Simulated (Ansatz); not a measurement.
PBE against r2SCAN: GeTe, isotropic strain −2.64 %

Consider GeTe (space group R3m, No. 160; a = 4.227 Å, c = 10.920 Å (hexagonal axes)).

(Cell as relaxed with PBE.)

Levels (all Ansatz, an electronic-structure program, PAW): PBE (420 eV, scalar-relativistic without spin-orbit coupling); r2SCAN (500 eV, scalar-relativistic without spin-orbit coupling).

Each level relaxes its own structure.

```json
[
 {"base": "volume per atom", "PBE": "28.16 Å³", "r2SCAN": "27.99 Å³"},
 {"base": "lattice parameter a", "PBE": "4.227 Å", "r2SCAN": "4.187 Å"}
]
```

The change: every lattice vector is shortened by 2.64 %, atoms relaxed at fixed cell.

```csv
quantity,PBE,r2SCAN
largest internal atomic displacement,0.041 Å,…
"pressure (mean of the normal stresses, compression positive)",34.7 kbar,…
energy relative to the base (free energy F),+22 meV/atom,…
```

### Question
What does r2SCAN give?

### Answer

- largest internal atomic displacement, r2SCAN: 0.038 Å
- pressure (mean of the normal stresses, compression positive), r2SCAN: 35.2 kbar
- energy relative to the base (free energy F), r2SCAN: +22 meV/atom

The two agree on the energy relative to the base. Neither level is exact; r2SCAN is the comparison here, not a measurement.

Stability against distortions was not tested. No dispersion term is included, though the crystal is made of layers, chains or molecules, so its spacings can come out too wide.
